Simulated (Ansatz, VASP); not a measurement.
## One calculation of B, two programs

```
CELL_PARAMETERS angstrom
-2.34348 2.34348 2.34348
2.34348 -2.34348 2.34348
2.34348 2.34348 -2.34348
ATOMIC_POSITIONS crystal
B 0.20600 0.20600 0.20600
B 0.50000 0.00000 0.29400
B 0.29400 0.50000 0.00000
B 0.00000 0.29400 0.50000
B 0.79400 0.79400 0.79400
B 0.50000 0.00000 0.70600
B 0.70600 0.50000 0.00000
B 0.00000 0.70600 0.50000
```

Alike in both runs: task relaxation of cell and atoms; functional PBE; k mesh 6 × 6 × 6; occupations gaussian, width 0.1 eV; no spin polarisation.

|  | VASP | Ansatz |
| --- | --- | --- |
| version | VASP 6.6.1 | Ansatz 0.2.0 |
| potentials or method | VASP PAW PBE potentials, release 64 (B) | scalar-relativistic, plane waves, PAW |
| plane-wave cutoff (eV) | 600 | 420 |
| valence electrons in the cell | 24 | 24 |

```csv
,VASP,Ansatz,Ansatz less VASP
"gap on the k mesh at the Fermi level, each at its own relaxed structure (eV)",none,none,-
relaxed volume (Å³/atom),7.75,7.77,+0.022
relaxed cell length with the largest relative difference (Å),4.319,4.323,+0.0040
energy change over the relaxation (meV/atom),-253,-252,+0.2
```

A gap of «none» marks a metal or a gap that the smearing closes.

Caveats: the volume moved by over 15 % at a fixed basis, so the end points are rough.
